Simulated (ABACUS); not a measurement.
# MnO2 (P6_3/mmc) in ABACUS: band structure with PBEsol

Aim: the band structure of MnO2 with PBEsol.

Program: ABACUS 3.10.1. These are calculated values, not measurements. Logs are shortened: lines on timing, memory, paths and dates and some standing lists are left out, and cuts for length are marked.

## (1) The structure

Symmetry: P6_3/mmc, No. 194, hexagonal system. The conventional cell has a = 2.855 Å, b = 2.855 Å, c = 10.222 Å, α = 90.00°, β = 90.00°, γ = 120.00°. Mn (site symmetry -3m) is surrounded by 6 O at 1.90 Å. Around O (site symmetry 3m) lie 3 Mn at 1.90 Å.

Measurements of this composition are mostly on another form, of space group No. 136.

## (2) Band structure, PBEsol, collinear spin, ferromagnetic start

INPUT reads:

```
INPUT_PARAMETERS
suffix              MnO2
calculation         nscf
basis_type          pw
pseudo_dir          ./
symmetry            -1
dft_functional      pbesol
ecutwfc             97.0
pseudo_rcut         7
nspin               2
nbands              43
ks_solver           dav
smearing_method     fd
smearing_sigma      0.00367493
scf_thr             1e-08
scf_nmax            100
mixing_type         broyden
mixing_beta         0.4
init_chg            file
pw_diag_thr         1e-07
out_band            1
kpar                4
```

STRU reads:

```
ATOMIC_SPECIES
Mn 54.9380 Mn_ONCV_PBE-1.2.upf
O 15.9990 O_ONCV_PBE-1.2.upf

LATTICE_CONSTANT
1.8897261246

LATTICE_VECTORS
2.8549554371 0.0000000000 0.0000000000
-1.4274777185 2.4724639352 0.0000000000
0.0000000000 0.0000000000 10.2217427273

ATOMIC_POSITIONS
Direct

Mn
0.0
2
0.0000000000 0.0000000000 0.5000000000 1 1 1 mag 4
0.0000000000 0.0000000000 0.0000000000 1 1 1 mag 4

O
0.0
4
0.6666666667 0.3333333333 0.4068564500 1 1 1 mag 0
0.6666666667 0.3333333333 0.0931435500 1 1 1 mag 0
0.3333333333 0.6666666667 0.5931435500 1 1 1 mag 0
0.3333333333 0.6666666667 0.9068564500 1 1 1 mag 0
```

KPT reads:

```
K_POINTS
12
Line
0.00000000 0.00000000 0.00000000 6 // G
0.50000000 0.00000000 0.00000000 6 // M
0.33333333 0.33333333 0.00000000 6 // K
0.00000000 0.00000000 0.00000000 6 // G
0.00000000 0.00000000 0.50000000 6 // A
0.50000000 0.00000000 0.50000000 6 // L
0.33333333 0.33333333 0.50000000 6 // H
0.00000000 0.00000000 0.50000000 1 // A
0.50000000 0.00000000 0.50000000 6 // L
0.50000000 0.00000000 0.00000000 1 // M
0.33333333 0.33333333 0.00000000 6 // K
0.33333333 0.33333333 0.50000000 1 // H
```

Potentials or basis: SG15 ONCV 1.2 PBE, plane waves.

Run with:

```
OMP_NUM_THREADS=1 mpirun -np 4 abacus > log
```

running log:

```text
ABACUS v3.10.1

               Atomic-orbital Based Ab-initio Computation at UStc

 ------------------------------------------------------------------------------------

 READING GENERAL INFORMATION
                           global_out_dir = OUT.MnO2/
                           global_in_card = INPUT
                               pseudo_dir = ./
                              orbital_dir =
                                    DSIZE = 4
                                    GSIZE = 1

 READING UNITCELL INFORMATION
                                    ntype = 2
                  lattice constant (Bohr) = 1.88973
              lattice constant (Angstrom) = 1

 READING ATOM TYPE 1
                               atom label = Mn
                      L=0, number of zeta = 1
                      L=1, number of zeta = 1
                      L=2, number of zeta = 1
             number of atom for this type = 2
               magnetization of element 1 = 4

 READING ATOM TYPE 2
                               atom label = O
                      L=0, number of zeta = 1
                      L=1, number of zeta = 1
                      L=2, number of zeta = 1
             number of atom for this type = 4
               magnetization of element 2 = 0

                        TOTAL ATOM NUMBER = 6
DIRECT COORDINATES
    atom                   x                   y                   z     mag                  vx                  vy                  vz
taud_Mn1            0.0000000000        0.0000000000        0.5000000000  4.0000        0.0000000000        0.0000000000        0.0000000000
taud_Mn2            0.0000000000        0.0000000000        0.0000000000  4.0000        0.0000000000        0.0000000000        0.0000000000
taud_O1            0.6666666667        0.3333333333        0.4068564500  0.0000        0.0000000000        0.0000000000        0.0000000000
taud_O2            0.6666666667        0.3333333333        0.0931435500  0.0000        0.0000000000        0.0000000000        0.0000000000
taud_O3            0.3333333333        0.6666666667        0.5931435500  0.0000        0.0000000000        0.0000000000        0.0000000000
taud_O4            0.3333333333        0.6666666667        0.9068564500  0.0000        0.0000000000        0.0000000000        0.0000000000

                          Volume (Bohr^3) = 486.912
                             Volume (A^3) = 72.1529

 Lattice vectors: (Cartesian coordinate: in unit of a_0)
             +2.85496                  +0                  +0
             -1.42748            +2.47246                  +0
                   +0                  +0            +10.2217
 Reciprocal vectors: (Cartesian coordinate: in unit of 2 pi/a_0)
            +0.350268           +0.202227                  -0
                   -0           +0.404455                  -0
                   +0                  -0          +0.0978307
 The esolver type has been set to : ksdft_pw

                PAO radial cut off (Bohr) = 7

 Read in pseudopotential file is Mn_ONCV_PBE-1.2.upf
                     pseudopotential type = NC
          exchange-correlation functional = PBE
                 nonlocal core correction = 0
                        valence electrons = 15
                                     lmax = 2
                           number of zeta = 0
                     number of projectors = 6
                           L of projector = 0
                           L of projector = 0
                           L of projector = 1
                           L of projector = 1
                           L of projector = 2
                           L of projector = 2
 XC functional updated to : pbesol
          exchange-correlation functional = PBESOL
                PAO radial cut off (Bohr) = 7

 Read in pseudopotential file is O_ONCV_PBE-1.2.upf
                     pseudopotential type = NC
          exchange-correlation functional = PBE
                 nonlocal core correction = 0
                        valence electrons = 6
                                     lmax = 1
                           number of zeta = 0
                     number of projectors = 4
                           L of projector = 0
                           L of projector = 0
                           L of projector = 1
                           L of projector = 1
 XC functional updated to : pbesol
          exchange-correlation functional = PBESOL
     initial pseudo atomic orbital number = 0
 The readin total magnetization is 8

 SETUP THE ELECTRONS NUMBER
            electron number of element Mn = 15
      total electron number of element Mn = 30
             electron number of element O = 6
       total electron number of element O = 24
            AUTOSET number of electrons:  = 54
                           occupied bands = 27
                                   NBANDS = 43
                                   NLOCAL = 54

%%%%%%%%%%%%%%%%%%%%%%%%%%%%%%%%%%%%%%%%%%%%%%%%%%%%%%%%%%%%%%%%%%%%%%%%%%%%%%%%%%%%%%%%%%%%%%%%%%%%%%%%%%
 Warning: the number of valence electrons in pseudopotential > 7 for Mn: [Ar] 3d5 4s2
 Pseudopotentials with additional electrons can yield (more) accurate outcomes, but may be less efficient.
 If you're confident that your chosen pseudopotential is appropriate, you can safely ignore this warning.
%%%%%%%%%%%%%%%%%%%%%%%%%%%%%%%%%%%%%%%%%%%%%%%%%%%%%%%%%%%%%%%%%%%%%%%%%%%%%%%%%%%%%%%%%%%%%%%%%%%%%%%%%%

 SETUP THE PLANE WAVE BASIS
 energy cutoff for charge/potential (unit:Ry) = 388
            fft grid for charge/potential = [ 36, 36, 125 ]
                        fft grid division = [ 1, 1, 1 ]
        big fft grid for charge/potential = [ 36, 36, 125 ]
                                     nbxx = 162000
                                     nrxx = 162000

 SETUP PLANE WAVES FOR CHARGE/POTENTIAL
                    number of plane waves = 62653
                         number of sticks = 769

 PARALLEL PW FOR CHARGE/POTENTIAL
     PROC   COLUMNS(POT)             PW
        1            769          62653
 --------------- sum -------------------
        1            769          62653
                            number of |g| = 3005
                                  max |g| = 35.0853
                                  min |g| = 0

----------- Double Check Mixing Parameters Begin ------------
mixing_type: broyden
mixing_beta: 0.4
mixing_gg0: 1
mixing_gg0_min: 0.1
mixing_beta_mag: 1.6
mixing_gg0_mag: 0
mixing_ndim: 8
----------- Double Check Mixing Parameters End ------------

 SETUP K-POINTS
                                    nspin = 2
                                   nkstot = 57
K-POINTS DIRECT COORDINATES
 KPOINTS    DIRECT_X    DIRECT_Y    DIRECT_Z  WEIGHT
       1  0.00000000  0.00000000  0.00000000  1.0000
       2  0.08333333  0.00000000  0.00000000  1.0000
       3  0.16666667  0.00000000  0.00000000  1.0000
       4  0.25000000  0.00000000  0.00000000  1.0000
       5  0.33333333  0.00000000  0.00000000  1.0000
       6  0.41666667  0.00000000  0.00000000  1.0000
[... 22 lines left out ...]
      29  0.33333333  0.00000000  0.50000000  1.0000
      30  0.41666667  0.00000000  0.50000000  1.0000
[... 27 further k points ...]

           k-point number in this process = 15
       minimum distributed K point number = 14
                             nks(nspin=2) = 30
                          nkstot(nspin=2) = 114

[... K-POINTS CARTESIAN COORDINATES: 30 rows ...]

[... K-POINTS DIRECT COORDINATES: 30 rows ...]

 SETUP PLANE WAVES FOR WAVE FUNCTIONS
     energy cutoff for wavefunc (unit:Ry) = 97
              fft grid for wave functions = [ 36, 36, 125 ]
                    number of plane waves = 9851
                         number of sticks = 223

 PARALLEL PW FOR WAVE FUNCTIONS
     PROC   COLUMNS(POT)             PW
        1            223           9851
 --------------- sum -------------------
        1            223           9851

 SETUP NONLOCAL PSEUDOPOTENTIALS IN PLANE WAVE BASIS
 Mn non-local projectors:
 projector 1 L=0
 projector 2 L=0
 projector 3 L=1
 projector 4 L=1
 projector 5 L=2
 projector 6 L=2
 O non-local projectors:
 projector 1 L=0
 projector 2 L=0
 projector 3 L=1
 projector 4 L=1
      TOTAL NUMBER OF NONLOCAL PROJECTORS = 68

 Init Non-Local PseudoPotential table :
 Init Non-Local-Pseudopotential done.

                                     npwx = 7909

 -------------------------------------------
 NONSELF-CONSISTENT
 -------------------------------------------
                                 init_chg = file
 try to read charge from file
 Read in the charge density: OUT.MnO2//MnO2-CHARGE-DENSITY.restart

 PW ALGORITHM --------------- ION=   1  ELEC=   1--------------------------------

 k(1/114) Iter steps (avg)=20 threshold=1e-07

 k(2/114) Iter steps (avg)=20 threshold=1e-07
 k(3/114) Iter steps (avg)=22 threshold=1e-07
 k(4/114) Iter steps (avg)=16 threshold=1e-07
 k(5/114) Iter steps (avg)=16 threshold=1e-07
 k(6/114) Iter steps (avg)=18 threshold=1e-07
 k(7/114) Iter steps (avg)=20 threshold=1e-07
 k(8/114) Iter steps (avg)=18 threshold=1e-07
 k(9/114) Iter steps (avg)=17 threshold=1e-07
 k(10/114) Iter steps (avg)=17 threshold=1e-07
 k(11/114) Iter steps (avg)=18 threshold=1e-07
[... 9 lines left out ...]
 k(21/114) Iter steps (avg)=18 threshold=1e-07
 k(22/114) Iter steps (avg)=18 threshold=1e-07
 k(23/114) Iter steps (avg)=18 threshold=1e-07
 k(24/114) Iter steps (avg)=18 threshold=1e-07
 k(25/114) Iter steps (avg)=19 threshold=1e-07
 k(26/114) Iter steps (avg)=19 threshold=1e-07
 k(27/114) Iter steps (avg)=17 threshold=1e-07
 k(28/114) Iter steps (avg)=19 threshold=1e-07
 k(29/114) Iter steps (avg)=19 threshold=1e-07
 k(30/114) Iter steps (avg)=19 threshold=1e-07
[... levels at 30 k points of this process ...]

          total magnetism (Bohr mag/cell) = 5.99998
       absolute magnetism (Bohr mag/cell) = 6.11433
                        nelec for spin up = 30.0000
                      nelec for spin down = 24.0000

 Density error is 0.00000000000
                          Error Threshold = 1.00000000000e-07
----------------------------------------------------------
     Energy           Rydberg                 eV
----------------------------------------------------------
 E_KohnSham     -525.2025076743      -7145.7467082596
 E_KS(sigma->0) -525.2025069857      -7145.7466988910
 E_Harris       -525.2025076743      -7145.7467082596
 E_band         -58.1951838444       -791.7860964410
 E_one_elec     -435.8600529820      -5930.1802511375
 E_Hartree      235.0370351820       3197.8429195016
 E_xc           -70.6086860074       -960.6804579935
 E_Ewald        -253.7708024897      -3452.7288998929
 E_entropy(-TS) -0.0000013772        -0.0000187373
 E_descf        0.0000000000         0.0000000000
 E_exx          0.0000000000         0.0000000000
 E_Fermi        0.5242959085         7.1334117942
----------------------------------------------------------

 charge density convergence is achieved
 final etot is -7145.7467083 eV
 EFERMI = 7.1334117942 eV

 STATE ENERGY(eV) AND OCCUPATIONS    NSPIN == 2
SPIN UP :
 1/15 kpoint (Cartesian) = 0.0000 0.0000 0.0000 (7891 pws)
       1       -74.7289      0.0175439
       2       -74.7288      0.0175439
       3       -43.5231      0.0175439
       4       -43.5231      0.0175439
       5       -43.5205      0.0175439
       6       -43.5205      0.0175439
[... 35 lines left out ...]
      42        26.0142        0.00000
      43        26.2998        0.00000

 2/15 kpoint (Cartesian) = 0.029189 0.016852 0.0000 (7909 pws)
       1       -74.7275      0.0175439
       2       -74.7275      0.0175439
       3       -43.5318      0.0175439
       4       -43.5318      0.0175439
       5       -43.5230      0.0175439
       6       -43.5230      0.0175439
[... 35 lines left out ...]
      42        25.5204        0.00000
      43        26.0669        0.00000

 3/15 kpoint (Cartesian) = 0.058378 0.033705 0.0000 (7863 pws)
       1       -74.7240      0.0175439
       2       -74.7239      0.0175439
       3       -43.5629      0.0175439
       4       -43.5629      0.0175439
       5       -43.5301      0.0175439
       6       -43.5301      0.0175439
[... 35 lines left out ...]
      42        24.1032        0.00000
      43        25.2879        0.00000

 4/15 kpoint (Cartesian) = 0.087567 0.050557 0.0000 (7891 pws)
       1       -74.7190      0.0175439
       2       -74.7190      0.0175439
       3       -43.6051      0.0175439
       4       -43.6051      0.0175439
       5       -43.5396      0.0175439
       6       -43.5396      0.0175439
[... 35 lines left out ...]
      42        22.8549        0.00000
      43        23.7719        0.00000

 5/15 kpoint (Cartesian) = 0.11676 0.067409 0.0000 (7862 pws)
       1       -74.7141      0.0175439
       2       -74.7141      0.0175439
       3       -43.6472      0.0175439
       4       -43.6472      0.0175439
       5       -43.5492      0.0175439
       6       -43.5492      0.0175439
[... 35 lines left out ...]
      42        22.1908        0.00000
      43        22.9027        0.00000

 6/15 kpoint (Cartesian) = 0.14595 0.084261 0.0000 (7830 pws)
       1       -74.7105      0.0175439
       2       -74.7105      0.0175439
       3       -43.6778      0.0175439
       4       -43.6778      0.0175439
       5       -43.5562      0.0175439
       6       -43.5562      0.0175439
[... 35 lines left out ...]
      42        22.7002        0.00000
      43        22.9355        0.00000

[... levels at 24 further k points ...]

 --------------------------------------------
 !FINAL_ETOT_IS -7145.746708259609 eV
 --------------------------------------------

 Output bands in file: OUT.MnO2/BANDS_1.dat

 Output bands in file: OUT.MnO2/BANDS_2.dat
```

Wall time 1.8 min (4 MPI ranks of AMD EPYC 7R43 (Zen 3), shared host); peak memory 1.3 GiB.

What came out:

| Property | Result |
| --- | --- |
| Band gap along the path | 0.96 eV, indirect (least direct gap 1.01 eV) |

Levels at the corners of the path, in eV from the Fermi level:
Spin up:
```tsv
point	band 28	band 29	band 30	band 31	band 32	band 33
Γ	-1.94	-0.77	-0.53	2.41	2.41	2.43
M	-2.22	-1.52	-1.45	1.59	1.77	2.24
K	-1.27	-1.16	-1.16	1.53	1.53	1.66
Γ	-1.94	-0.77	-0.53	2.41	2.41	2.43
A	-1.95	-0.63	-0.63	2.42	2.42	2.42
L	-2.24	-1.48	-1.48	1.68	1.68	2.26
H	-1.27	-1.17	-1.17	1.58	1.58	1.60
A	-1.95	-0.63	-0.63	2.42	2.42	2.42
L	-2.24	-1.48	-1.48	1.68	1.68	2.26
M	-2.22	-1.52	-1.45	1.59	1.77	2.24
K	-1.27	-1.16	-1.16	1.53	1.53	1.66
H	-1.27	-1.17	-1.17	1.58	1.58	1.60
```
Spin down:
```tsv
point	band 22	band 23	band 24	band 25	band 26	band 27
Γ	-1.88	-1.88	-1.84	0.47	0.47	0.48
M	-3.32	-2.66	-2.29	0.72	0.80	1.27
K	-3.28	-3.15	-3.15	0.84	0.88	1.63
Γ	-1.88	-1.88	-1.84	0.47	0.47	0.48
A	-1.89	-1.89	-1.89	0.48	0.48	0.48
L	-3.33	-2.46	-2.46	0.76	0.76	1.27
H	-3.33	-3.16	-3.16	0.86	0.86	1.63
A	-1.89	-1.89	-1.89	0.48	0.48	0.48
L	-3.33	-2.46	-2.46	0.76	0.76	1.27
M	-3.32	-2.66	-2.29	0.72	0.80	1.27
K	-3.28	-3.15	-3.15	0.84	0.88	1.63
H	-3.33	-3.16	-3.16	0.86	0.86	1.63
```

Caveat: the density is read from an earlier self-consistent run, whose mesh may be coarse.
